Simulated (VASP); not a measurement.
A run of VASP 6.6.1:

INCAR

```
SYSTEM = Li
PREC = Accurate ; ENCUT = 520
EDIFF = 1E-6 ; ISMEAR = 0
SIGMA = 0.01 ; LREAL = .FALSE.
LASPH = .TRUE. ; NELM = 100
ALGO = Normal ; ISIF = 2
LWAVE = .FALSE. ; LCHARG = .FALSE.
GGA = PE ; NBANDS = 10
```

KPOINTS

```
regular mesh
0
G
  1 1 1
  0 0 0
```

The input POSCAR:

```
Li
1.0
    9.0000000000      0.0000000000      0.0000000000
    0.0000000000      9.0000000000      0.0000000000
    0.0000000000      0.0000000000     12.0000000000
Li
2
Direct
    0.5042970000      0.4990220000      0.3909820000
    0.5014150000      0.5007150000      0.6129440000
```

Potentials or basis: VASP PAW PBE potentials, release 64 (Li_sv).

Launch:

```sh
$ cat potpaw_PBE.64/Li_sv/POTCAR > POTCAR
$ mpirun -np 1 vasp_gam > vasp.out
```

Hardware: 1 thread of Intel(R) Xeon(R) Platinum 8375C CPU @ 2.90GHz (Ice Lake), on a shared host.

Problem. Estimate the wall time of this run.

Solution. Run time: 75 s on 1 thread of Intel(R) Xeon(R) Platinum 8375C CPU @ 2.90GHz (Ice Lake), on a shared host, peak memory 0.76 GiB. Counts: scf iterations 17, k points 1.
